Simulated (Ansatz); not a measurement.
Runs of Ansatz 0.2.0 on Ba. It takes space group Im-3m (No. 229, cubic). The conventional cell has a = 5.013 Å, b = 5.013 Å, c = 5.013 Å, α = 90.00°, β = 90.00°, γ = 90.00°. Around Ba (site symmetry m-3m) lie 8 Ba at 4.34 Å. 

```csv
task,level,potentials or basis,spin,cell,k mesh,cutoff (eV),smearing,driver,points for each segment of the path,q mesh,gap on the mesh (eV),pressure (GPa)
density of states,LDA,JTH PAW LDA,off,as given,5 × 5 × 5,660,gaussian 0.05 eV,-,-,-,none,-1.5
band structure,BLYP,SSSP efficiency PAW,off,as given,8 × 8 × 8,408,tetrahedron,chain,14,-,none,(a)
projected density of states,BPBE,Ansatz PAW,"SOC, no magnetisation",as given,8 × 8 × 8,420,fermi-dirac 0.01 eV,chain,-,-,none,0.0
electrostatic potential,LDA,Ansatz PAW,"SOC, no magnetisation",cell strained at random at fixed volume,6 × 6 × 6,420,methfessel-paxton 0.025 eV,chain,-,-,none,-1.2
phonons,BLYP+D3(BJ),PseudoDojo stringent,off,as given,6 × 6 × 6,770,gaussian 0.1 eV,chain,8,2 × 2 × 2,none,-
density of states,LDA,JTH PAW LDA,off,as given,5 × 5 × 5,660,gaussian 0.05 eV,chain,-,-,none,-1.5
```

Q: Fill in the values left out.

A: (a) 0.5.

Caveats: the potentials were made for another functional, which shifts forces and pressure (some runs); this barium file gives pressures and gaps apart from those of other sets (some runs); spin-orbit coupling is left out, which moves the levels of the heavy elements (some runs); with tetrahedron occupations forces and stress needn't match the slope of the energy (some runs); pairwise dispersion overbinds metals, which lowers pressure and volume (some runs).

A k mesh can miss the band edges, and rows without SOC leave out spin-orbit coupling on Ba.

A gap of «none» marks a metal or a gap under the smearing width.
